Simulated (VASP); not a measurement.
# Cr (Im-3m) in VASP: notebook

One crystal, Cr, is run at these levels: PBE; tasks: relaxation of cell and atoms.

Program: VASP 6.6.1. These are calculated values, not measurements. Logs are shortened: lines on timing, memory, paths and dates and some standing lists are left out, and cuts for length are marked.

## Step 1: The crystal as given

The structure is cubic, space group Im-3m (No. 229). Conventional cell: a = 2.884 Å, b = 2.884 Å, c = 2.884 Å, α = 90.00°, β = 90.00°, γ = 90.00°. Cr (site symmetry m-3m) is surrounded by 8 Cr at 2.50 Å.

## Step 2: Relaxation of cell and atoms, PBE, collinear spin, ferromagnetic start

File INCAR:

```
PREC = Accurate ; ENCUT = 600
EDIFF = 1E-6 ; ISMEAR = 1
SIGMA = 0.1 ; LREAL = F
LASPH = T ; NELM = 150
ALGO = Normal ; ISIF = 3
LWAVE = F ; LCHARG = F
ISPIN = 2 ; MAGMOM = 3
LORBIT = 11 ; LMAXMIX = 4
GGA = PE ; IBRION = 2
NSW = 90 ; EDIFFG = -0.01
AMIX = 0.2 ; BMIX = 1E-4
AMIX_MAG = 0.8 ; BMIX_MAG = 1E-4
```

File KPOINTS:

```
regular mesh
0
Gamma
  18 18 18
```

File POSCAR:

```
Cr
1.0
   -1.4419500000      1.4419500000      1.4419500000
    1.4419500000     -1.4419500000      1.4419500000
    1.4419500000      1.4419500000     -1.4419500000
Cr
1
Direct
    0.0000000000      0.0000000000      0.0000000000
```

Potentials or basis: VASP PAW PBE potentials, release 64 (Cr_pv).

Started as:

```console
cat potpaw_PBE.64/Cr_pv/POTCAR > POTCAR
mpirun -np 1 vasp_std > vasp.out
```

OUTCAR:

```text
PREC = Accurate
   ENCUT = 600
   EDIFF = 1E-6
   ISMEAR = 1
   LREAL = F
   LASPH = T
   NELM = 150
   ISIF = 3
   ISPIN = 2
   LORBIT = 11
   GGA = PE
   IBRION = 2
   NSW = 90
   EDIFFG = -0.01
   AMIX = 0.2
   AMIX_MAG = 0.8

 ion  position               nearest neighbor table
   1  0.000  0.000  0.000-

  LATTYP: Found a body centered cubic cell.
 ALAT       =     2.8839000000

  Lattice vectors:

 A1 = (  -1.4419500000,   1.4419500000,   1.4419500000)
 A2 = (   1.4419500000,  -1.4419500000,   1.4419500000)
 A3 = (   1.4419500000,   1.4419500000,  -1.4419500000)

Analysis of symmetry for initial positions (statically):
=====================================================================
 Subroutine PRICEL returns:
 Original cell was already a primitive cell.

 Routine SETGRP: Setting up the symmetry group for a
 body centered cubic supercell.

 Subroutine GETGRP returns: Found 48 space group operations
 (whereof 48 operations were pure point group operations)
 out of a pool of 48 trial point group operations.

The static configuration has the point symmetry O_h .

Analysis of symmetry for dynamics (positions and initial velocities):
=====================================================================
 Subroutine PRICEL returns:
 Original cell was already a primitive cell.

 Routine SETGRP: Setting up the symmetry group for a
 body centered cubic supercell.

 Subroutine GETGRP returns: Found 48 space group operations
 (whereof 48 operations were pure point group operations)
 out of a pool of 48 trial point group operations.

The dynamic configuration has the point symmetry O_h .

Analysis of structural, dynamic, and magnetic symmetry:
=====================================================================
 Subroutine PRICEL returns:
 Original cell was already a primitive cell.

 Routine SETGRP: Setting up the symmetry group for a
 body centered cubic supercell.

 Subroutine GETGRP returns: Found 48 space group operations
 (whereof 48 operations were pure point group operations)
 out of a pool of 48 trial point group operations.

The overall configuration has the point symmetry O_h .

 Subroutine INISYM returns: Found 48 space group operations
 (whereof 48 operations are pure point group operations),
 and found     1 'primitive' translations

----------------------------------------------------------------------------------------

                                     Primitive cell

  volume of cell :      11.9925

  direct lattice vectors                    reciprocal lattice vectors
    -1.441950000  1.441950000  1.441950000     0.000000000  0.346752661  0.346752661
     1.441950000 -1.441950000  1.441950000     0.346752661  0.000000000  0.346752661
     1.441950000  1.441950000 -1.441950000     0.346752661  0.346752661  0.000000000

  length of vectors
     2.497530662  2.497530662  2.497530662     0.490382316  0.490382316  0.490382316

  position of ions in fractional coordinates (direct lattice)
     0.000000000  0.000000000  0.000000000

  ion indices of the primitive-cell ions
   primitive index   ion index
                 1           1

----------------------------------------------------------------------------------------

 KPOINTS: regular mesh

Automatic generation of k-mesh.
 Grid dimensions read from file:
 generate k-points for:   18   18   18

 Generating k-lattice:

  Cartesian coordinates                     Fractional coordinates (reciprocal lattice)
     0.000000000  0.019264037  0.019264037     0.055555556  0.000000000  0.000000000
     0.019264037  0.000000000  0.019264037     0.000000000  0.055555556  0.000000000
     0.019264037  0.019264037  0.000000000     0.000000000  0.000000000  0.055555556

  Length of vectors
     0.027243462  0.027243462  0.027243462

  Shift w.r.t. Gamma in fractional coordinates (k-lattice)
     0.000000000  0.000000000  0.000000000

 Subroutine IBZKPT returns following result:
 ===========================================

 Found    195 irreducible k-points:

 Following reciprocal coordinates:
            Coordinates               Weight
  0.000000  0.000000  0.000000      1.000000
  0.055556  0.000000  0.000000     12.000000
  0.111111  0.000000  0.000000     12.000000
  0.166667  0.000000  0.000000     12.000000
  0.222222  0.000000  0.000000     12.000000
  0.277778  0.000000  0.000000     12.000000
[... 16 lines left out ...]
  0.333333  0.111111  0.000000     48.000000
  0.388889  0.111111  0.000000     48.000000
 [... further k-points ...]
   k-points           NKPTS =    195   k-points in BZ     NKDIM =    195   number of bands    NBANDS=     12
   number of dos      NEDOS =    301   number of ions     NIONS =      1
   total plane-waves  NPLWV =   8000
   dimension x,y,z NGX =    20 NGY =   20 NGZ =   20
   dimension x,y,z NGXF=    40 NGYF=   40 NGZF=   40
   ions per type =               1
   NGX,Y,Z   is equivalent  to a cutoff of  13.31, 13.31, 13.31 a.u.
   NGXF,Y,Z  is equivalent  to a cutoff of  26.63, 26.63, 26.63 a.u.
 SYSTEM =  unknown system
   PREC   = accura    normal or accurate (medium, high low for compatibility)
   ISTART =      0    job   : 0-new  1-cont  2-samecut
   ICHARG =      2    charge: 1-file 2-atom 10-const
   ISPIN  =      2    spin polarized calculation?
   LNONCOLLINEAR =      F non collinear calculations
   LSORBIT =      F    spin-orbit coupling
   LASPH  =      T    aspherical Exc in radial PAW
   ENCUT  =  600.0 eV  44.10 Ry    6.64 a.u.   4.99  4.99  4.99*2*pi/ulx,y,z
   NELM   =    150;   NELMIN=  2; NELMDL= -5     # of ELM steps
   EDIFF  = 0.1E-05   stopping-criterion for ELM
   LREAL  =      F    real-space projection
   EDIFFG = -.1E-01   stopping-criterion for IOM
   NSW    =     90    number of steps for IOM
   IBRION =      2    ionic relax: 0-MD 1-quasi-New 2-CG
   NFREE  =      1    steps in history (QN), initial steepest desc. (CG)
   ISIF   =      3    stress and relaxation
   ISYM   =      2    0-nonsym 1-usesym 2-fastsym
   POTIM  = 0.5000    time-step for ionic-motion
   TEBEG  =    0.0;   TEEND  =   0.0 temperature during run
   PSTRESS=    0.0 pullay stress
   NELECT =      12.0000    total number of electrons
   NUPDOWN=      -1.0000    fix difference up-down
   EMIN   =  10.00;   EMAX   =-10.00  energy-range for DOS
   EFERMI =   0.00;   METHOD = LEGACY
   ISMEAR =     1;   SIGMA  =   0.10  broadening in eV -4-tet -1-fermi 0-gaus
   EFERMI_NEDOS =   21; number of points for ismear=-14 and -15
   IALGO  =     38    algorithm
   IMIX   =      4    mixing-type and parameters
     AMIX     =   0.20;   BMIX     =  0.00
     AMIX_MAG =   0.80;   BMIX_MAG =  0.00
  volume/ion in A,a.u.               =      11.99        80.93
  Fermi-wavevector in a.u.,A,eV,Ry     =   1.637439  3.094310 36.480015  2.681205
  Thomas-Fermi vector in A             =   2.728578
   LORBIT       =     11    0 simple, 1 ext, 2 COOP (PROOUT), +10 PAW based schemes
   GGA     = PE    functional components
   LHFCALC =     F    Hartree Fock is set to
   AEXX    =    0.0000 exact exchange contribution
   IVDW    =     0    specifies the selected vdW correction
   LEPSILON=     F    determine dielectric tensor
   LRPA    =     F    only Hartree local field effects (RPA)
 conjugate gradient relaxation of ions
 spin polarized calculation
 Methfessel and Paxton  Order N= 1 SIGMA  =   0.10
  energy-cutoff  :      600.00
  volume of cell :       11.99
 maximum number of plane-waves:       418
   NGX =  9   NGY =  9   NGZ =  9

--------------------------------------- Ionic step        1  -------------------------------------------

 number of electron      11.9999992 magnetization      -0.0023863

 number of electron      11.9999992 magnetization       0.0006088

 Free energy of the ion-electron system (eV)
  ---------------------------------------------------
  ext. energy  EPLUGINS =         0.00000000
  ---------------------------------------------------
  free energy    TOTEN  =        -9.49928641 eV

  energy without entropy =       -9.49917395  energy(sigma->0) =       -9.49924892

------------------------ aborting loop because EDIFF is reached ----------------------------------------

  FORCE on cell =-STRESS in cart. coord.  units (eV):
  Direction    XX          YY          ZZ          XY          YZ          ZX
  --------------------------------------------------------------------------------------
  -------------------------------------------------------------------------------------
  Total       -0.6937736     -0.6937736     -0.6937736      0.0000000     -0.0000000      0.0000000
  in kB      -92.6867693    -92.6867693    -92.6867693      0.0000000     -0.0000000      0.0000000
  external PRESSURE =     -92.6867693 kB  Pullay stress =       0.0000000 kB
[... 96 lines left out ...]
--------------------------------------- Ionic step        4  -------------------------------------------

 number of electron      11.9999996 magnetization      -0.0000000

 number of electron      11.9999996 magnetization       0.0000000

 Free energy of the ion-electron system (eV)
  ---------------------------------------------------
  ext. energy  EPLUGINS =         0.00000000
  ---------------------------------------------------
  free energy    TOTEN  =        -9.51338478 eV

  energy without entropy =       -9.51324854  energy(sigma->0) =       -9.51333936

 E-fermi :  11.0217     XC(G=0): -13.6873

 val. band max:       11.0173653617   @ k =  -0.3333   0.3333   0.2222
 cond. band min:      11.0348227401   @ k =  -0.4444  -0.4444   0.2778
 fundamental gap:      0.0174573785
 Fermi energy:        11.0217190372

 spin component 1

 k-point     1 :       0.0000    0.0000    0.0000
  band No.  band energies     occupation
      1     -31.7246      1.00000
      2     -31.7246      1.00000
      3     -31.7246      1.00000
      4       3.1391      1.00000
      5      10.0863      1.00000
      6      10.0863      1.00000
      7      10.0863      1.00000
      8      12.1454     -0.00000
      9      12.1454     -0.00000
     10      18.1059      0.00000
     11      33.3241      0.00000
     12      33.3241      0.00000
[... 331 lines left out ...]
 k-point    24 :       0.3889    0.1111    0.0000
  band No.  band energies     occupation
      1     -32.5872      1.00000
      2     -32.0390      1.00000
      3     -31.7697      1.00000
      4       6.8776      1.00000
      5       8.6249      1.00000
      6      10.6754      1.00001
      7      12.0738     -0.00000
      8      12.7559     -0.00000
      9      14.7086      0.00000
     10      18.1007      0.00000
     11      21.5221      0.00000
     12      27.4222      0.00000

 [... further k-points ...]

 spin component 2

 k-point     1 :       0.0000    0.0000    0.0000
  band No.  band energies     occupation
      1     -31.7246      1.00000
      2     -31.7246      1.00000
      3     -31.7246      1.00000
      4       3.1391      1.00000
      5      10.0863      1.00000
      6      10.0863      1.00000
      7      10.0863      1.00000
      8      12.1454     -0.00000
      9      12.1454     -0.00000
     10      18.1059      0.00000
     11      33.3241      0.00000
     12      33.3241      0.00000
[... 373 lines left out ...]
  FREE ENERGIE OF THE ION-ELECTRON SYSTEM (eV)
  ---------------------------------------------------
  free  energy   TOTEN  =        -9.5133847776 eV

  energy  without entropy=       -9.5132485381  energy(sigma->0) =       -9.51333936

 reached required accuracy - stopping structural energy minimisation

 total charge

# of ion       s       p       d       tot
------------------------------------------
    1        0.441   6.408   4.213  11.063

 magnetization (x)

# of ion       s       p       d       tot
------------------------------------------
    1       -0.000  -0.000   0.000   0.000
```

Wall time 2.4 min (1 thread of Intel Xeon Platinum 8375C at 2.90GHz (Ice Lake), shared host); peak memory 0.18 GiB.

What came out:

| Property | Result |
| --- | --- |
| Free energy | -9.5134 eV |
| Relaxed volume | 11.53 Å³/atom |
| Relaxed cell | a = 2.465 Å, b = 2.465 Å, c = 2.465 Å, α = 109.47°, β = 109.47°, γ = 109.47° |
| Space group after relaxing (to 0.05 Å) | Im-3m (No. 229) |
| Energy gained by relaxing | 14.1 meV/atom |
| Ionic steps | 4 |
| Pressure after relaxing | 0.0 GPa |
| Band gap on the k mesh | none (metal or under the smearing width) |
| Net moment | 0.00 μB per cell |
| Valence electrons inside the program's atomic spheres | Cr 11.06 |

The path:
```csv
step,energy change (eV),largest force (eV/Å),pressure (GPa),volume (Å³)
1,0.0000,0.0000,-9.27,11.99
2,0.0237,0.0000,18.27,10.83
3,-0.0141,0.0000,-0.24,11.54
4,-0.0141,0.0000,0.00,11.53
```

Final structure:
```
Cr
1.0
    -1.42298    1.42298    1.42298
     1.42298   -1.42298    1.42298
     1.42298    1.42298   -1.42298
Cr
1
Cartesian
  1.4230 -1.4230 1.4230
```

Caveat: the starting moments collapsed, and a magnetic state may lie lower.

## Step 3: Relaxation of cell and atoms, PBE, collinear spin, ferromagnetic start

This run uses another cell than the first one, of 11.53 Å³/atom, 0.961 times its volume.

File INCAR:

```
PREC = Accurate ; ENCUT = 600
EDIFF = 1E-7 ; ISMEAR = 1
SIGMA = 0.1 ; LREAL = F
LASPH = T ; NELM = 150
ALGO = Normal ; ISIF = 3
LWAVE = F ; LCHARG = F
ISPIN = 2 ; MAGMOM = 3
LORBIT = 11 ; LMAXMIX = 4
GGA = PE ; IBRION = 2
NSW = 90 ; EDIFFG = -0.005
AMIX = 0.2 ; BMIX = 1E-4
AMIX_MAG = 0.8 ; BMIX_MAG = 1E-4
```

KPOINTS is that of step 2.

File POSCAR:

```
Cr                                      
1.0
   -1.4229754186      1.4229754186      1.4229754186
    1.4229754186     -1.4229754186      1.4229754186
    1.4229754186      1.4229754186     -1.4229754186
  Cr            
     1
Direct
     0.0000000000000000    1.0000000000000000    0.0000000000000000
```

Potentials or basis: VASP PAW PBE potentials, release 64 (Cr_pv).

Started as:

```console
cat potpaw_PBE.64/Cr_pv/POTCAR > POTCAR
mpirun -np 1 vasp_std > vasp.out
```

Wall time 1.7 min (1 thread of Intel Xeon Platinum 8375C at 2.90GHz (Ice Lake), shared host); peak memory 0.17 GiB.

The run converged. Its results:

* Free energy: -9.5130 eV
* Relaxed volume: 11.53 Å³/atom
* Relaxed cell: a = 2.465 Å, b = 2.465 Å, c = 2.465 Å, α = 109.47°, β = 109.47°, γ = 109.47°
* Space group after relaxing (to 0.05 Å): Im-3m (No. 229)
* Energy gained by relaxing: 0.0 meV/atom
* Ionic steps: 4
* Pressure after relaxing: 0.0 GPa
* Band gap on the k mesh: none (metal or under the smearing width)
* Net moment: 0.00 μB per cell
* Valence electrons inside the program's atomic spheres: Cr 11.06

Final structure:
```xyz
1
Lattice="-1.4231 1.4231 1.4231 1.4231 -1.4231 1.4231 1.4231 1.4231 -1.4231" Properties=species:S:1:pos:R:3 pbc="T T T"
Cr    0.0000    0.0000    0.0000
```

Levels at points of the mesh, in eV from the Fermi level:
Spin up:
```
           k point  band 3  band 4  band 5  band 6  band 7  band 8  band 9  band 10
(0.00, 0.00, 0.00)  -42.75   -7.88   -0.94   -0.94   -0.94    1.12    1.12     7.08
(0.50, 0.00, 0.00)  -42.75   -4.46   -2.48    1.10    1.12    1.46    2.82     7.08
(0.50, 0.50, 0.50)  -43.38   -4.34   -4.34    2.43    2.43    2.43    7.08    10.61
```
Spin down:
```tsv
k point	band 4	band 5	band 6	band 7	band 8	band 9
(0.00, 0.00, 0.00)	-7.88	-0.94	-0.94	-0.94	1.12	1.12
(0.50, 0.00, 0.00)	-4.46	-2.48	1.10	1.12	1.46	2.82
(0.50, 0.50, 0.50)	-4.34	-4.34	2.43	2.43	2.43	7.08
```

Caveat: the starting moments collapsed, and a magnetic state may lie lower.
